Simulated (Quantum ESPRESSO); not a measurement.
A run of Quantum ESPRESSO 7.5:

File pw.in:

```
&CONTROL
  calculation = 'scf'
  prefix = 'pwscf'
  outdir = './tmp'
  pseudo_dir = './pseudo'
  tprnfor = .true.
  tstress = .true.
  disk_io = 'low'
/
&SYSTEM
  ibrav = 0
  nat = 2
  ntyp = 2
  ecutwfc = 45
  ecutrho = 360
  nbnd = 15
  occupations = 'smearing'
  smearing = 'fd'
  degauss = 0.00367493
/
&ELECTRONS
  conv_thr = 4d-10
  electron_maxstep = 120
  mixing_beta = 0.5
/
ATOMIC_SPECIES
In   114.8180 in_lda_v1.4.uspp.F.UPF
As    74.9216 as_lda_v1.uspp.F.UPF
CELL_PARAMETERS angstrom
   0.0000000000    3.0180000000    3.0180000000
   3.0180000000    0.0000000000    3.0180000000
   3.0180000000    3.0180000000    0.0000000000
ATOMIC_POSITIONS angstrom
In     0.0000000000    0.0000000000    0.0000000000
As     4.5270000000    4.5270000000    4.5270000000
K_POINTS automatic
8 8 8 0 0 0
```

bands.in

```
&CONTROL
  calculation = 'bands'
  prefix = 'pwscf'
  outdir = './tmp'
  pseudo_dir = './pseudo'
  disk_io = 'low'
  verbosity = 'high'
/
&SYSTEM
  ibrav = 0
  nat = 2
  ntyp = 2
  ecutwfc = 45
  ecutrho = 360
  nbnd = 15
  occupations = 'smearing'
  smearing = 'fd'
  degauss = 0.00367493
/
&ELECTRONS
  conv_thr = 1d-08
  electron_maxstep = 120
  mixing_beta = 0.5
  diago_full_acc = .true.
/
ATOMIC_SPECIES
In   114.8180 in_lda_v1.4.uspp.F.UPF
As    74.9216 as_lda_v1.uspp.F.UPF
CELL_PARAMETERS angstrom
   0.0000000000    3.0180000000    3.0180000000
   3.0180000000    0.0000000000    3.0180000000
   3.0180000000    3.0180000000    0.0000000000
ATOMIC_POSITIONS angstrom
In     0.0000000000    0.0000000000    0.0000000000
As     4.5270000000    4.5270000000    4.5270000000
K_POINTS crystal
60
 0.0000000000  0.0000000000  0.0000000000 1
 0.0625000000  0.0000000000  0.0625000000 1
 0.1250000000  0.0000000000  0.1250000000 1
 0.1875000000  0.0000000000  0.1875000000 1
 0.2500000000  0.0000000000  0.2500000000 1
 0.3125000000  0.0000000000  0.3125000000 1
 0.3750000000  0.0000000000  0.3750000000 1
 0.4375000000  0.0000000000  0.4375000000 1
 0.5000000000  0.0000000000  0.5000000000 1
 0.5000000000  0.0625000000  0.5625000000 1
 0.5000000000  0.1250000000  0.6250000000 1
 0.5000000000  0.1875000000  0.6875000000 1
 0.5000000000  0.2500000000  0.7500000000 1
 0.4375000000  0.3125000000  0.7500000000 1
 0.3750000000  0.3750000000  0.7500000000 1
 0.3375000000  0.3375000000  0.6750000000 1
 0.3000000000  0.3000000000  0.6000000000 1
 0.2625000000  0.2625000000  0.5250000000 1
 0.2250000000  0.2250000000  0.4500000000 1
 0.1875000000  0.1875000000  0.3750000000 1
 0.1500000000  0.1500000000  0.3000000000 1
 0.1125000000  0.1125000000  0.2250000000 1
 0.0750000000  0.0750000000  0.1500000000 1
 0.0375000000  0.0375000000  0.0750000000 1
 0.0000000000  0.0000000000  0.0000000000 1
 0.0625000000  0.0625000000  0.0625000000 1
 0.1250000000  0.1250000000  0.1250000000 1
 0.1875000000  0.1875000000  0.1875000000 1
 0.2500000000  0.2500000000  0.2500000000 1
 0.3125000000  0.3125000000  0.3125000000 1
 0.3750000000  0.3750000000  0.3750000000 1
 0.4375000000  0.4375000000  0.4375000000 1
 0.5000000000  0.5000000000  0.5000000000 1
 0.5250000000  0.4500000000  0.5250000000 1
 0.5500000000  0.4000000000  0.5500000000 1
 0.5750000000  0.3500000000  0.5750000000 1
 0.6000000000  0.3000000000  0.6000000000 1
 0.6250000000  0.2500000000  0.6250000000 1
 0.5833333333  0.2500000000  0.6666666667 1
 0.5416666667  0.2500000000  0.7083333333 1
 0.5000000000  0.2500000000  0.7500000000 1
 0.5000000000  0.2857142857  0.7142857143 1
 0.5000000000  0.3214285714  0.6785714286 1
 0.5000000000  0.3571428571  0.6428571429 1
 0.5000000000  0.3928571429  0.6071428571 1
 0.5000000000  0.4285714286  0.5714285714 1
 0.5000000000  0.4642857143  0.5357142857 1
 0.5000000000  0.5000000000  0.5000000000 1
 0.4821428571  0.4821428571  0.5357142857 1
 0.4642857143  0.4642857143  0.5714285714 1
 0.4464285714  0.4464285714  0.6071428571 1
 0.4285714286  0.4285714286  0.6428571429 1
 0.4107142857  0.4107142857  0.6785714286 1
 0.3928571429  0.3928571429  0.7142857143 1
 0.3750000000  0.3750000000  0.7500000000 1
 0.6250000000  0.2500000000  0.6250000000 1
 0.5937500000  0.1875000000  0.5937500000 1
 0.5625000000  0.1250000000  0.5625000000 1
 0.5312500000  0.0625000000  0.5312500000 1
 0.5000000000  0.0000000000  0.5000000000 1
```

Potentials or basis: GBRV 1.5 LDA.

Command:

```sh
$ OMP_NUM_THREADS=1 pw.x -in pw.in > pw.out
$ OMP_NUM_THREADS=1 pw.x -in bands.in > bands.out
```

Hardware: 1 thread of AMD EPYC 9B45 (Zen 5), on a shared host.

Problem. Estimate the wall time of this run.

Solution. It took 21 s on 1 thread of AMD EPYC 9B45 (Zen 5) (shared host), peak memory 0.2 GiB. Counts: scf iterations 9, k pools 1, bands 15, k points 29, g dense 42735.
